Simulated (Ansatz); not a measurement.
Compare A (`C1[C@H]2C[C@@H]12`) with its isomer B (`C#CCC`).

Program: Ansatz. Geometries: PBE0-D4/def2-TZVP. ΔE: electronic, gas phase. CCSD(T)/CBS adds triple-zeta CCSD(T) − MP2 to the extrapolated MP2 energy (def2 sets, frozen cores). Functionals use def2-TZVPP. B3LYP here is the variant with VWN-RPA as its local correlation; programs differ in this.

A:

```xyz
10

C     0.924    0.695    0.170
C    -0.554    0.530    0.254
C    -0.604   -0.958    0.286
C     0.215   -0.251   -0.737
H     1.292    1.616   -0.270
H     1.548    0.294    0.970
H    -1.343    1.249    0.102
H    -0.100   -1.488    1.095
H    -1.522   -1.427   -0.057
H     0.144   -0.260   -1.812
```

B:

```xyz
10

C    -0.235    1.695   -1.520
C    -0.338    0.958   -0.578
C    -0.441    0.051    0.553
C     0.540   -1.115    0.469
H    -0.149    2.352   -2.353
H    -0.273    0.616    1.476
H    -1.467   -0.327    0.609
H     0.428   -1.769    1.336
H     0.365   -1.705   -0.432
H     1.569   -0.754    0.440
```

Task: Which is lower in electronic energy at CCSD(T)/CBS, and by how much? (An estimate is asked.)

Result: The calculation gave: B, by 13.4 kcal/mol.

Task: Give E(B) − E(A) in kcal/mol with PBE-D4, LDA (SPW92), HF/def2-TZVPP, MP2/def2-TZVPP, B3LYP, CCSD(T)/def2-SVP, B3LYP-D4. (Best estimate.)

Result: Ansatz gave: PBE-D4 -6.7, LDA (SPW92) 0.0, HF/def2-TZVPP -19.6, MP2/def2-TZVPP -10.8, B3LYP -15.5, CCSD(T)/def2-SVP -11.3, B3LYP-D4 -15.3. None reverses the order clearly.

Task: Does the order hold for the free energy at 298.15 K (harmonic terms from PBE0-D4)? (Best estimate.)

Result: Computed: Yes: G(B) − G(A) = -16.0 kcal/mol.

Largest T1 diagnostic: 0.011.

From r2SCAN to r2SCAN0 (25 % exact exchange), in def2-TZVPP and without D4, E(B) − E(A) moves by +1.9 kcal/mol. At CCSD(T), def2-SVP lies +2.1 kcal/mol from the extrapolated value and def2-TZVPP +0.1 kcal/mol.
